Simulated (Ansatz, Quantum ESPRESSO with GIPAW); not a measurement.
# AlN: NMR parameters from first principles

Wanted: NMR shieldings for each site of AlN.

Main program and level: Quantum ESPRESSO with GIPAW 8.0dev (patched build); DFT, PBEsol, plane-wave PAW (pslibrary 1.0.0 recipes), scalar-relativistic, GIPAW; a patched development version of the program.

### 1. Starting point

The structure is cubic, space group F-43m (No. 216). The conventional cell has a = 4.368 Å, b = 4.368 Å, c = 4.368 Å, α = 90.00°, β = 90.00°, γ = 90.00°. Al has 4 N at 1.89 Å nearest. N has 4 Al at 1.89 Å nearest. Farther neighbours and most contacts between anions are not listed.

The cell is a computed entry of the Materials Project; it need not be the form that is stable at ambient conditions.

### 2. Self-consistent run

GIPAW is a response on top of the ground state, so the wavefunctions come first. Their errors pass straight into the induced current, hence the tight threshold. No empty states are asked for: the response is solved without them. The mesh has a spacing of 0.28 Å⁻¹ at most. The PAW files were made with ld1.x from the pslibrary 1.0.0 recipes, with GIPAW reconstruction switched on.

File run_scf.py:

```python
from ase import Atoms
from ase.calculators.espresso import Espresso, EspressoProfile

atoms = Atoms(
    ['Al', 'N'],
    cell=[
        [0.00000000, 2.18399356, 2.18399356],
        [2.18399356, 0.00000000, 2.18399356],
        [2.18399356, 2.18399356, 0.00000000],
    ],
    scaled_positions=[
        [0.00000000, 0.00000000, 0.00000000],
        [0.25000000, 0.25000000, 0.25000000],
    ],
    pbc=True,
)
atoms.calc = Espresso(
    profile=EspressoProfile(command='mpirun -np 4 pw.x -nk 4', pseudo_dir='./'),
    pseudopotentials={
        'Al': 'Al.pbesol-n-kjpaw_psl.1.0.0-gipaw.UPF',
        'N': 'N.pbesol-n-kjpaw_psl.1.0.0-gipaw.UPF',
    },
    input_data={
        'control': {'calculation': 'scf', 'prefix': 'x', 'outdir': './tmp/'},
        'system': {'ecutwfc': 55, 'ecutrho': 340, 'nbnd': 4},
        'electrons': {'conv_thr': 1.0e-10, 'mixing_beta': 0.7, 'electron_maxstep': 100},
    },
    kpts=(9, 9, 9),
    koffset=(0, 0, 0),
)
print('energy', atoms.get_potential_energy(), 'eV')
```

ASE writes espresso.pwi from it and starts pw.x, whose log goes to espresso.pwo.

File espresso.pwi:

```
&CONTROL
   calculation      = 'scf'
   outdir           = './tmp/'
   prefix           = 'x'
   pseudo_dir       = './'
/
&SYSTEM
   nbnd             = 4
   ecutwfc          = 55
   ecutrho          = 340
   ntyp             = 2
   nat              = 2
   ibrav            = 0
/
&ELECTRONS
   electron_maxstep = 100
   conv_thr         = 1e-10
   mixing_beta      = 0.7
/
&IONS
/
&CELL
/
&FCP
/
&RISM
/
ATOMIC_SPECIES
Al 26.9815385 Al.pbesol-n-kjpaw_psl.1.0.0-gipaw.UPF
N 14.007 N.pbesol-n-kjpaw_psl.1.0.0-gipaw.UPF

K_POINTS automatic
9 9 9  0 0 0

CELL_PARAMETERS angstrom
0.00000000000000 2.18399356000000 2.18399356000000
2.18399356000000 0.00000000000000 2.18399356000000
2.18399356000000 2.18399356000000 0.00000000000000

ATOMIC_POSITIONS angstrom
Al 0.0000000000 0.0000000000 0.0000000000  
N 1.0919967800 1.0919967800 1.0919967800
```

Launch:

```sh
$ python run_scf.py
```

What it wrote:

```text
Warning: card &CELL ignored
Warning: card &FCP ignored
Warning: card &RISM ignored
[...]
as large as its charge; the limit is 4.5
     Functions over the limit replaced by smooth ones with the moment of the charge, as mend_augmentation asks: 2
     This moves results (see INPUT_PW). Waves and levels in the save fit builds from 8.0dev_s219 on
     using ibrav=0 with symmetry is DISCOURAGED, use correct ibrav instead

     bravais-lattice index     =            0
     lattice parameter (alat)  =       5.8367  a.u.
     unit-cell volume          =     140.5985 (a.u.)^3
     number of atoms/cell      =            2
     number of atomic types    =            2
     number of electrons       =         8.00
     number of Kohn-Sham states=            4
     kinetic-energy cutoff     =      55.0000  Ry
     charge density cutoff     =     340.0000  Ry
     scf convergence threshold =      1.0E-10
     mixing beta               =       0.7000
     number of iterations used =            8  plain     mixing
     Exchange-correlation= SLA-PW-PSX-PSC
                           (   1   4  10   8   0   0   0)
[...]
Al                3.00    26.98154     Al( 1.00)
     N                 5.00    14.00700     N ( 1.00)

     24 Sym. Ops. (no inversion) found
[...]
number of k points=    35
[...]
Dense  grid:    14841 G-vectors     FFT dimensions: (  36,  36,  36)

     Smooth grid:     7799 G-vectors     FFT dimensions: (  27,  27,  27)

     Check: negative core charge=   -0.000002

     Initial potential from superposition of free atoms

     starting charge       7.9978, renormalised to       8.0000
     Starting wfcs are    8 randomized atomic wfcs

     Self-consistent Calculation

     iteration #  1     ecut=    55.00 Ry     beta= 0.70
     Davidson diagonalization with overlap
     ethr =  1.00E-02,  avg # of iterations =  1.8

     total energy              =     -66.26799663 Ry
     estimated scf accuracy    <       0.58624779 Ry

     iteration #  2     ecut=    55.00 Ry     beta= 0.70
     Davidson diagonalization with overlap
     ethr =  7.33E-03,  avg # of iterations =  2.3

     total energy              =     -66.46544088 Ry
     estimated scf accuracy    <       0.40370145 Ry

     iteration #  3     ecut=    55.00 Ry     beta= 0.70
     Davidson diagonalization with overlap
     ethr =  5.05E-03,  avg # of iterations =  2.0

     total energy              =     -66.52020286 Ry
     estimated scf accuracy    <       0.00871030 Ry

[...]
total energy              =     -66.52869295 Ry
[...]
iteration # 16     ecut=    55.00 Ry     beta= 0.70
     Davidson diagonalization with overlap
     ethr =  2.06E-11,  avg # of iterations =  1.0

     total energy              =     -66.52869295 Ry
     estimated scf accuracy    <          1.3E-09 Ry

     iteration # 17     ecut=    55.00 Ry     beta= 0.70
     Davidson diagonalization with overlap
     ethr =  1.66E-11,  avg # of iterations =  2.3

     End of self-consistent calculation
     [one-electron energies left out]

!    total energy              =     -66.52869295 Ry
     total all-electron energy =      -594.020535 Ry
     estimated scf accuracy    <          2.2E-12 Ry

     The total energy is the sum of the following terms:
     one-electron contribution =      -0.49462122 Ry
     hartree contribution      =       5.58473760 Ry
     xc contribution           =      -8.48787375 Ry
     ewald contribution        =     -21.79995921 Ry
     one-center paw contrib.   =     -41.33097637 Ry

     convergence has been achieved in  17 iterations
[...]
JOB DONE.
```

Wall time 4.7 s (4 MPI ranks of Arm Neoverse V2, shared host); peak memory 0.37 GiB; 17 s of CPU time.

It converged in 17 cycles to an estimated accuracy of 2e-12 Ry, on 35 irreducible k-points.

### 3. GIPAW: job nmr

A uniform field breaks periodicity, so gipaw.x applies it as a wave of small q and takes the limit. It solves for the first-order states, builds the induced current and gets the field at each nucleus by Biot–Savart; the PAW spheres add what the smooth waves miss near the nuclei. pawproj makes the reconstruction use the PAW data sets' own projectors.

File nmr.in:

```
&inputgipaw
  job = 'nmr'
  prefix = 'x'
  tmp_dir = './tmp/'
  restart_mode = 'from_scratch'
  verbosity = 'low'
  q_gipaw = 0.01
  spline_ps = .true.
  conv_threshold = 1.0d-11
  use_nmr_macroscopic_shape = .false.
  pawproj(1) = .true.
  pawproj(2) = .true.
/
```

Launch:

```sh
$ mpirun -np 4 gipaw.x -in nmr.in > nmr.out
```

What it wrote:

```text
[banner, memory and clock lines left out]
[a note of our patched build left out]

     Parallelizing q-star over 1 images

     IMPORTANT: XC functional enforced from input :
     Exchange-correlation= PBESOL
                           (   1   4  10   8   0   0   0)
     Any further DFT definition will be discarded
     Please, verify this is what you really want

     In N.pbesol-n-kjpaw_psl.1.0.0-gipaw.UPF the largest augmentation function (projectors 1 and 4, L = 1) is 9.4 times
     as large as its charge; the limit is 4.5
     Functions over the limit replaced by smooth ones with the moment of the charge, as in the saved run: 2

     Check: negative core charge=   -0.000002
[...]
alpha_pv=     29.9441 eV

     spline_ps is .false., expect some extrapolation errors

     q-space interpolation up to    66.00 Rydberg

     GIPAW job: nmr
     NMR macroscopic correction: no
[...]
Computing the magnetic susceptibility     isolve=0    ethr=  0.1000E-10
     Starting from scratch
     k-point #    1 of    35      pool #  1    cpu time:       0.5
[...]
End of magnetic susceptibility calculation

     f-sum rule (1st term):
            -7.8596         -0.0000          0.0000
             0.0000         -7.8596         -0.0000
            -0.0000         -0.0000         -7.8596

     f-sum rule (2nd term):
            -0.1165         -0.0000         -0.0000
            -0.0000         -0.1165          0.0000
            -0.0000          0.0000         -0.1165

     f-sum rule (should be    -7.9741):
            -7.9761         -0.0000          0.0000
             0.0000         -7.9761         -0.0000
            -0.0000         -0.0000         -7.9761

[... susceptibilities left out ...]
     Contributions to the NMR chemical shifts: -------------------------------

     Macroscopic shape contribution in ppm:                    0.00
             0.0000          0.0000          0.0000
             0.0000          0.0000          0.0000
             0.0000          0.0000          0.0000

     Core contribution in ppm:

     Atom  1  Al  pos: (  0.000000  0.000000  0.000000)  core sigma:         765.91
     Atom  2  N   pos: (  0.353553  0.353553  0.353553)  core sigma:         235.22

     Bare contribution in ppm:

     Atom  1  Al  pos: (  0.000000  0.000000  0.000000)  bare sigma:         -21.51
[...]
Atom  2  N   pos: (  0.353553  0.353553  0.353553)  bare sigma:          -1.74
[...]
Diamagnetic contribution in ppm:

     Atom  1  Al  pos: (  0.000000  0.000000  0.000000)  dia sigma:           2.49
[...]
Atom  2  N   pos: (  0.353553  0.353553  0.353553)  dia sigma:           6.82
[...]
Paramagnetic contribution in ppm:

     Atom  1  Al  pos: (  0.000000  0.000000  0.000000)  para sigma:        -316.62
[...]
Atom  2  N   pos: (  0.353553  0.353553  0.353553)  para sigma:         -90.06
[...]
Paramagnetic US occ-occ contribution in ppm:

     Atom  1  Al  pos: (  0.000000  0.000000  0.000000)  para_oo sigma:          -1.52
[...]
Atom  2  N   pos: (  0.353553  0.353553  0.353553)  para_oo sigma:          -0.53
[...]
Paramagnetic US L_R Q_R contribution in ppm:

     Atom  1  Al  pos: (  0.000000  0.000000  0.000000)  para_lq sigma:           2.20
[...]
Atom  2  N   pos: (  0.353553  0.353553  0.353553)  para_lq sigma:         -52.19
[...]
Total NMR chemical shifts in ppm: ---------------------------------------
     (adopting the Simpson convention for anisotropy and asymmetry)-----------

     Atom  1  Al  pos: (  0.000000  0.000000  0.000000)  Total sigma:         430.95
           430.9488          0.0000          0.0000
             0.0000        430.9488         -0.0000
             0.0000          0.0000        430.9488

     Al      1    anisotropy:      0.00    eta:    0.0000
[...]
Atom  2  N   pos: (  0.353553  0.353553  0.353553)  Total sigma:          97.51
            97.5119         -0.0000          0.0000
            -0.0000         97.5119         -0.0000
             0.0000         -0.0000         97.5119

     N       2    anisotropy:     -0.00    eta:    0.0000
[...]
```

Run time: 16 s. Hardware: 4 MPI ranks; peak memory 0.22 GiB.

The f-sum rule is met to 0.0020 of 8.0 (0.03 %). Converged shieldings require that this miss be small, but a small miss does not prove them. This build smooths some augmentation functions of the files as it reads them, which, it says, moves results; by how much was not measured here.

From the symmetric part of each tensor, with principal values σ11 ≤ σ22 ≤ σ33: σ_iso is their mean, the span is σ33 − σ11 and the skew 3(σ_iso − σ22)/span. (gipaw.x prints an anisotropy in another convention.)

| site | atom no. | atoms in cell | σ_iso (ppm) | span (ppm) | skew |
| --- | --- | --- | --- | --- | --- |
| Al | 1 | 1 | 430.9 | 0.0 | - |
| N | 2 | 1 | 97.5 | 0.0 | - |

The macroscopic shape term is switched off. For a spherical sample the valence susceptibility of this run would add about 9 ppm to every site, a rough estimate, since the susceptibility converges slowly and lacks part of the PAW terms. Differences within the crystal don't depend on it, but shieldings of different compounds can't be compared to better than a few ppm without it.

Al and N sit on cubic site symmetry, where the tensor must be isotropic.

How the isotropic values are made up (ppm). The core part is that of the free atom's core; bare is the current of the smooth valence states; the last two are what the PAW spheres add to the diamagnetic and the paramagnetic current:

| site | core | bare | reconstruction, dia | reconstruction, para |
| --- | --- | --- | --- | --- |
| Al | 765.9 | -21.5 | 2.5 | -315.9 |
| N | 235.2 | -1.7 | 6.8 | -142.8 |

The quadrupolar nuclei (27Al and 14N) sit on sites where the field gradient vanishes by symmetry, so they have no quadrupolar coupling.

### 4. From shieldings to shifts

Covalently bonded atoms count as neighbours within 1.18 times the sum of their radii. Otherwise a cation's neighbours lie within 1.2 times its shortest bond (1.3 for large cations, each anion's radius taken off where they differ), and an anion's are the cations that count it.

| site | atom no. | atoms in cell | surroundings | bonds (Å) | σ_iso (ppm) |
| --- | --- | --- | --- | --- | --- |
| Al | 1 | 1 | AlN4 | 1.891 | 430.9 |
| N | 2 | 1 | bound to Al4 | 1.891 | 97.5 |

### 5. Cost against result

Each row names what was changed: another mesh tests the sampling of the zone; another functional shows how far the paramagnetic term hangs on the exchange-correlation form; another cutoff tests the basis.

Changes of σ_iso (ppm) against the run above (PBEsol, cutoffs 55 and 340 Ry, mesh 9×9×9, 79 s). Times are CPU times of pw.x and gipaw.x together, on 4 MPI ranks of Arm Neoverse V2, shared host; on a shared host they are rough.

| run | CPU time | f-sum miss | Al | N |
| --- | --- | --- | --- | --- |
| mesh 11×11×11 | 1.9 min | 6.0e-4 | +0.1 | +0.4 |
| PBE | 73 s | 0.0018 | +3.2 | +6.0 |
| cutoffs 45 and 340 Ry | 57 s | 9.0e-4 | +0.0 | -0.2 |

The largest move is +6.0 ppm, on N, from PBE.

### 6. Outcome

```
27Al shielding without shape term : 430.9 ppm
15N shielding without shape term  : 97.5 ppm
```

**Reading.** 27Al has one site (AlN4), with isotropic shielding 430.9 ppm (shape term left out). A shift needs a reference, δ = σ_ref − σ, fixed on measured compounds; for 27Al of this kind at this level too few were at hand, or they scattered too widely about a line, so none is given. Going to mesh 11×11×11 changes no isotropic shielding by more than 0.43 ppm, so the main run is converged in that respect. A higher cutoff was not carried through on these files. The cheaper run with cutoffs 45 and 340 Ry takes about 70 % of the time and is off by 0.018 ppm on Al, and by 0.21 ppm at most. The largest change with the functional is 6.0 ppm in absolute shielding; part of that drops out once each functional has its own reference line. This build of gipaw.x prints that it is not audited and that its numbers are no references by themselves. It also reports spline_ps as false although the input sets it; why was not traced.

[Banner, clock, file and message-heading lines were taken out of the pw.x and gipaw.x logs.]

[Logs are printed without paths, hosts, clocks, repeated set-up lines and the standing remarks that a program may print on its own settings, such as how far it seeks lower states.]

[Hosts, paths, dates, database ids (printed as entryN), source tags and the programs' standing remarks are cut or masked in the printed files.]

[Where no reference line passes its bar on scatter, no shift is given, so a measured shift of this compound may stand uncompared.]
